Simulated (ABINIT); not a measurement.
**NaCl: single point with r2SCAN**

Crystal: NaCl.

```
Cl Na
1.0
     3.50219    0.00000    0.00000
     0.00000    3.50219    0.00000
     0.00000    0.00000    3.50219
Cl Na
1 1
Direct
  0.50000 0.50000 0.50000
  0.00000 0.00000 0.00000
```

Measurements of this composition are mostly on another form, of space group No. 225.

```
Program             : ABINIT 10.8.3 (patched build)
Task                : single point
Functional          : r2SCAN
Potentials or basis : JTH PAW PBE v2.0
Cutoff              : 1469 eV
k mesh              : 5 × 5 × 5
Occupations         : fermi-dirac, width 0.05 eV
Spin                : no spin polarisation
```

- Pressure: -0.8 GPa
- Band gap on the k mesh: 4.83 eV, indirect (least direct gap 5.28 eV)
- Valence electrons inside the program's atomic spheres: Cl 4.36; Na 7.62

Levels at points of the mesh, in eV from the valence-band top:
| k point | band 4 | band 5 | band 6 | band 7 | band 8 | band 9 | band 10 | band 11 | band 12 |
| --- | --- | --- | --- | --- | --- | --- | --- | --- | --- |
| (0.00, 0.00, 0.00) | -22.73 | -13.91 | -0.45 | -0.45 | -0.45 | 4.83 | 9.29 | 9.29 | 16.52 |

It took 60 s on 1 thread of Arm Neoverse V1, with other jobs on the host, peak memory 0.18 GiB.

Caveat: the PAW data sets were made with another functional, which shifts forces and pressure a little; an odd mesh through Γ misses points on the zone boundary, where band edges often lie.
